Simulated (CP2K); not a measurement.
## MgSe under changes of volume

One of the cells (20.246 Å³/atom); the others are scaled copies at fixed shape and fractional positions:

```
Se Mg
1.0
     3.85444    0.00000    0.00000
     1.92722    3.33804    0.00000
     1.92722    1.11268    3.14714
Se Mg
1 1
Direct
  0.50000 0.50000 0.50000
  0.00000 0.00000 0.00000
```

```yaml
Program: CP2K 2026.2
Functional: PBE
Potentials_or_basis: POTENTIAL_UZH Se GTH-PBE-q6, Mg GTH-PBE-q10; TZVP-MOLOPT-PBE-GTH basis
Density_cutoff: 19048 eV
k_mesh: 8 × 8 × 8
Occupations: fermi-dirac, width 0.05 eV
Spin: no spin polarisation
```

| volume (Å³/atom) | energy over the lowest point (meV/atom) | pressure (GPa) | gap on the mesh (eV) |
| --- | --- | --- | --- |
| 19.031 | 62.13 | 9.0 | 1.79 |
| 19.436 | 41.78 | 7.1 | 1.76 |
| 19.841 | 25.96 | 5.4 | 1.73 |
| 20.246 | 14.24 | 3.9 | 1.70 |
| 20.651 | ? | ? | ? |
| 21.056 | 1.59 | 1.2 | 1.63 |
| 21.461 | 0.00 | 0.1 | 1.60 |

What does the run at 20.651 Å³/atom give?

Energy over the lowest point 6.23 meV/atom; pressure 2.5 GPa; gap on the mesh 1.67 eV.

Worked out: A Birch-Murnaghan fit of order 3 (a polynomial in V^(-2/3)) to the other rows has its minimum at 21.48 Å³/atom, just outside them, with B0 = V·E''(V) = 58 GPa and B' = 4.1. It gives 6.23 meV/atom at 20.651 Å³/atom, against the run's 6.23, and -dE/dV = 2.5 GPa, against 2.5. A straight line through the other rows of the gap, of slope -1.6 eV per unit of ln V, gives 1.66 eV, against the run's 1.67.

Energies are extrapolated to zero smearing.

Caveats: the basis of atomic orbitals isn't converged, which shifts pressures, moduli and gaps.

A mesh can miss the band edges. Spin-orbit coupling on Se is left out.
